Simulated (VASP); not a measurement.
# CdTe (F-43m) in VASP: a series of runs, part 2 of 3

VASP 6.6.1. The steps go on from the part before.

## 3. Dielectric tensor, PBE

INCAR

```
  PREC = Accurate
  ENCUT = 350
  EDIFF = 1E-4
  ISMEAR = 0
  SIGMA = 0.01
  LREAL = F
  LASPH = T
  NELM = 100
  ALGO = Normal
  ISIF = 2
  LWAVE = F
  LCHARG = F
  GGA = PE
  LEPSILON = T
```

KPOINTS

```
Automatic mesh
0
Gamma
  9 9 9
```

POSCAR

```
CdTe
1.0
    0.0000000000      3.2050000000      3.2050000000
    3.2050000000      0.0000000000      3.2050000000
    3.2050000000      3.2050000000      0.0000000000
Te Cd
1 1
Direct
    0.7500000000      0.7500000000      0.7500000000
    0.0000000000      0.0000000000      0.0000000000
```

Potentials or basis: VASP PAW PBE potentials, release 64 (Te, Cd).

The run is started by

```sh
$ cat potpaw_PBE.64/Te/POTCAR potpaw_PBE.64/Cd/POTCAR > POTCAR
$ mpirun -np 1 vasp_std > vasp.out
```

OUTCAR:

```text
PREC = Accurate
   ENCUT = 350
   EDIFF = 1E-4
   ISMEAR = 0
   LREAL = F
   LASPH = T
   NELM = 100
   ISIF = 2
   GGA = PE
   LEPSILON = T

 Found     35 irreducible k-points:

 Following reciprocal coordinates:
            Coordinates               Weight
  0.000000  0.000000  0.000000      1.000000
  0.111111  0.000000  0.000000      8.000000
  0.222222  0.000000  0.000000      8.000000
  0.333333  0.000000  0.000000      8.000000
  0.444444  0.000000  0.000000      8.000000
  0.111111  0.111111  0.000000      6.000000
   k-points           NKPTS =     35   k-points in BZ     NKDIM =     35   number of bands    NBANDS=     13
   number of dos      NEDOS =    301   number of ions     NIONS =      2
   total plane-waves  NPLWV =  21952
   dimension x,y,z NGX =    28 NGY =   28 NGZ =   28
   dimension x,y,z NGXF=    56 NGYF=   56 NGZF=   56
   ions per type =               1   1
   NGX,Y,Z   is equivalent  to a cutoff of  10.27, 10.27, 10.27 a.u.
   NGXF,Y,Z  is equivalent  to a cutoff of  20.54, 20.54, 20.54 a.u.
 SYSTEM =  unknown system
   PREC   = accura    normal or accurate (medium, high low for compatibility)
   ISTART =      0    job   : 0-new  1-cont  2-samecut
   ICHARG =      2    charge: 1-file 2-atom 10-const
   ISPIN  =      1    spin polarized calculation?
   LNONCOLLINEAR =      F non collinear calculations
   LSORBIT =      F    spin-orbit coupling
   LASPH  =      T    aspherical Exc in radial PAW
   ENCUT  =  350.0 eV  25.72 Ry    5.07 a.u.   6.91  6.91  6.91*2*pi/ulx,y,z
   NELM   =    100;   NELMIN=  2; NELMDL= -5     # of ELM steps
[... 209 lines left out ...]

 PIEZOELECTRIC TENSOR FIELD DIRECTION 3  (e Angst)
 -----------------------------------------------------------------------------
    -0.00149  2.44932  0.00000           (  0.00000 -0.07146  0.00000)
     2.44932 -0.00149  0.00000           ( -0.07146  0.00000  0.00000)
     0.00000  0.00000 -0.00064           (  0.00000  0.00000  0.00000)

 PIEZOELECTRIC TENSOR FIELD DIRECTION 3  (C/m^2)
 -----------------------------------------------------------------------------
    -0.00036  0.59600  0.00000
     0.59600 -0.00036  0.00000
     0.00000  0.00000 -0.00016

 MACROSCOPIC STATIC DIELECTRIC TENSOR (including local field effects in DFT)
 ------------------------------------------------------
           9.347286     0.000000    -0.000000
           0.000000     9.347286     0.000000
           0.000000     0.000000     9.347286
 ------------------------------------------------------

 PIEZOELECTRIC TENSOR (including local field effects)  for field in x, y, z        (e  Angst)
          XX          YY          ZZ          XY          YZ          ZX
  --------------------------------------------------------------------------------
  x     0.00000    -0.00000     0.00000     0.00000     2.46810     0.00000
  y     0.00000     0.00000     0.00000     0.00000    -0.00000     2.46810
  z     0.00000     0.00000     0.00000     2.46810     0.00000     0.00000

 PIEZOELECTRIC TENSOR (including local field effects)  for field in x, y, z        (C/m^2)
          XX          YY          ZZ          XY          YZ          ZX
  --------------------------------------------------------------------------------
  x     0.00000    -0.00000     0.00000     0.00000     0.60056     0.00000
  y     0.00000     0.00000     0.00000     0.00000    -0.00000     0.60056
  z     0.00000     0.00000     0.00000     0.60056     0.00000     0.00000

 BORN EFFECTIVE CHARGES (including local field effects) (in |e|, cummulative output)
 ---------------------------------------------------------------------------------
 ion    1
    1    -2.15636     0.00000     0.00000
    2     0.00000    -2.15636    -0.00000
    3     0.00000    -0.00000    -2.15636
 ion    2
    1     2.15636     0.00000    -0.00000
    2     0.00000     2.15636     0.00000
    3    -0.00000     0.00000     2.15636
```

OSZICAR:

```text
N       E                     dE             d eps       ncg     rms          rms(c)
DAV:   1     0.825908220686E+02    0.82591E+02   -0.68593E+03   926   0.875E+02
DAV:   2    -0.200579065795E+01   -0.84597E+02   -0.82043E+02  1070   0.246E+02
DAV:   3    -0.492494452680E+01   -0.29192E+01   -0.29154E+01  1055   0.489E+01
[... 17 lines left out ...]
RMM:   4    -0.160811098615E+01   -0.60330E-01   -0.64750E-02  5134   0.140E+00    0.213E-01
RMM:   5    -0.163737152160E+01   -0.29261E-01   -0.30214E-03  5170   0.335E-01    0.330E-02
RMM:   6    -0.164111546113E+01   -0.37439E-02   -0.13399E-04  5169   0.703E-02    0.237E-02
RMM:   7    -0.164306036307E+01   -0.19449E-02   -0.44297E-05  4612   0.380E-02    0.538E-03
RMM:   8    -0.164325432022E+01   -0.19396E-03   -0.23152E-06  3057   0.787E-03    0.140E-03
RMM:   9    -0.164332794474E+01   -0.73625E-04   -0.48805E-07  2194   0.597E-03    0.349E-04
```

Run time: 2 min. Hardware: 1 thread of Intel Xeon Platinum 8488C (Sapphire Rapids), shared host; peak memory 0.3 GiB.

The run converged, but some of its settings lie outside the range that counts as converged, so its numbers aren't taken as properties of the crystal.

What came out:

```
Band gap on the k mesh                  : 0.87 eV, direct
Electronic dielectric tensor (diagonal) : 9.35
Born charges (mean of the diagonal)     : Te -2.16; Cd +2.16 e
```

Caveat: spin-orbit coupling is left out, which moves the levels of the heavy elements.

## 4. Dielectric tensor, PBE

Changes to INCAR since step 3:

```diff
@@ -2,3 +2,3 @@
   ENCUT = 350
-  EDIFF = 1E-4
+  EDIFF = 1E-6
   ISMEAR = 0
```

KPOINTS is that of step 3.

POSCAR is that of step 3.

Potentials or basis: VASP PAW PBE potentials, release 64 (Te, Cd).

The run is started by

```sh
$ cat potpaw_PBE.64/Te/POTCAR potpaw_PBE.64/Cd/POTCAR > POTCAR
$ mpirun -np 1 vasp_std > vasp.out
```

OUTCAR:

```text
PREC = Accurate
   ENCUT = 350
   EDIFF = 1E-6
   ISMEAR = 0
   LREAL = F
   LASPH = T
   NELM = 100
   ISIF = 2
   GGA = PE
   LEPSILON = T

 Found     35 irreducible k-points:

 Following reciprocal coordinates:
            Coordinates               Weight
  0.000000  0.000000  0.000000      1.000000
  0.111111  0.000000  0.000000      8.000000
  0.222222  0.000000  0.000000      8.000000
  0.333333  0.000000  0.000000      8.000000
  0.444444  0.000000  0.000000      8.000000
  0.111111  0.111111  0.000000      6.000000
   k-points           NKPTS =     35   k-points in BZ     NKDIM =     35   number of bands    NBANDS=     13
   number of dos      NEDOS =    301   number of ions     NIONS =      2
   total plane-waves  NPLWV =  21952
   dimension x,y,z NGX =    28 NGY =   28 NGZ =   28
   dimension x,y,z NGXF=    56 NGYF=   56 NGZF=   56
   ions per type =               1   1
   NGX,Y,Z   is equivalent  to a cutoff of  10.27, 10.27, 10.27 a.u.
   NGXF,Y,Z  is equivalent  to a cutoff of  20.54, 20.54, 20.54 a.u.
 SYSTEM =  unknown system
   PREC   = accura    normal or accurate (medium, high low for compatibility)
   ISTART =      0    job   : 0-new  1-cont  2-samecut
   ICHARG =      2    charge: 1-file 2-atom 10-const
   ISPIN  =      1    spin polarized calculation?
   LNONCOLLINEAR =      F non collinear calculations
   LSORBIT =      F    spin-orbit coupling
   LASPH  =      T    aspherical Exc in radial PAW
   ENCUT  =  350.0 eV  25.72 Ry    5.07 a.u.   6.91  6.91  6.91*2*pi/ulx,y,z
   NELM   =    100;   NELMIN=  2; NELMDL= -5     # of ELM steps
[... 209 lines left out ...]

 PIEZOELECTRIC TENSOR FIELD DIRECTION 3  (e Angst)
 -----------------------------------------------------------------------------
    -0.00150  2.45007  0.00000           (  0.00000 -0.07147  0.00000)
     2.45007 -0.00150  0.00000           ( -0.07147  0.00000  0.00000)
     0.00000  0.00000 -0.00065           (  0.00000  0.00000  0.00000)

 PIEZOELECTRIC TENSOR FIELD DIRECTION 3  (C/m^2)
 -----------------------------------------------------------------------------
    -0.00036  0.59618  0.00000
     0.59618 -0.00036  0.00000
     0.00000  0.00000 -0.00016

 MACROSCOPIC STATIC DIELECTRIC TENSOR (including local field effects in DFT)
 ------------------------------------------------------
           9.357212     0.000000     0.000000
           0.000000     9.357212    -0.000000
          -0.000000    -0.000000     9.357212
 ------------------------------------------------------

 PIEZOELECTRIC TENSOR (including local field effects)  for field in x, y, z        (e  Angst)
          XX          YY          ZZ          XY          YZ          ZX
  --------------------------------------------------------------------------------
  x    -0.00000    -0.00000     0.00000     0.00000     2.46884    -0.00000
  y     0.00000     0.00000     0.00000     0.00000     0.00000     2.46884
  z     0.00000     0.00000     0.00000     2.46884     0.00000     0.00000

 PIEZOELECTRIC TENSOR (including local field effects)  for field in x, y, z        (C/m^2)
          XX          YY          ZZ          XY          YZ          ZX
  --------------------------------------------------------------------------------
  x    -0.00000    -0.00000     0.00000     0.00000     0.60074    -0.00000
  y     0.00000     0.00000     0.00000     0.00000     0.00000     0.60074
  z     0.00000     0.00000     0.00000     0.60074     0.00000     0.00000

 BORN EFFECTIVE CHARGES (including local field effects) (in |e|, cummulative output)
 ---------------------------------------------------------------------------------
 ion    1
    1    -2.15713     0.00000     0.00000
    2     0.00000    -2.15713    -0.00000
    3    -0.00000    -0.00000    -2.15713
 ion    2
    1     2.15713    -0.00000    -0.00000
    2     0.00000     2.15713     0.00000
    3     0.00000     0.00000     2.15713
```

Run time: 3 min. Hardware: 1 thread of Intel Xeon Platinum 8488C (Sapphire Rapids), shared host; peak memory 0.29 GiB.

These settings aren't checked as converged: the numbers below hold their error.

What came out:

| Property | Result |
| --- | --- |
| Band gap on the k mesh | 0.87 eV, direct |
| Electronic dielectric tensor (diagonal) | 9.36 |
| Born charges (mean of the diagonal) | Te -2.16; Cd +2.16 e |

Caveat: spin-orbit coupling is left out, which moves the levels of the heavy elements.

(Continued in part 3 of 3.)
